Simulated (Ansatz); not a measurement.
**Spin–orbit splittings in Pb**

```yaml
crystal:
  lattice:
    - [-1.97966, 1.97966, 1.97966]
    - [1.97966, -1.97966, 1.97966]
    - [1.97966, 1.97966, -1.97966]
  atoms:
    - { symbol: Pb, position: [0.00000, 0.00000, 0.00000] }
```

The cell is the one relaxed in the Materials Project (mp-22692), not relaxed further here; entries there can be hypothetical.

Levels of theory: DFT, PBEsol, all-electron LAPW, scalar-relativistic (Ansatz 0.2.0); DFT, PBEsol, all-electron LAPW, Dirac equation with spin-orbit coupling (Ansatz 0.2.0).

Settings: a Γ-centred 13×13×13 k mesh, Fermi–Dirac smearing of 0.08 eV, basis error target 0.25 meV/atom, no spin polarisation.

Levels between -4 and 3 eV, each run counted from its own valence-band top where it has a gap, else its Fermi level. Scalar levels are listed once for both spins; with the coupling every spinor state is counted. Levels near the edges of the range can cross them.

At P (0.250, 0.250, 0.250) the scalar-relativistic levels are -1.02 (×3). What are they with spin–orbit coupling?

-1.90 (×2), -0.57 (×4).

At H (0.500, -0.500, 0.500) the scalar-relativistic levels are -0.36 (×3). What are they with spin–orbit coupling?

-1.61 (×2), 0.25 (×4).
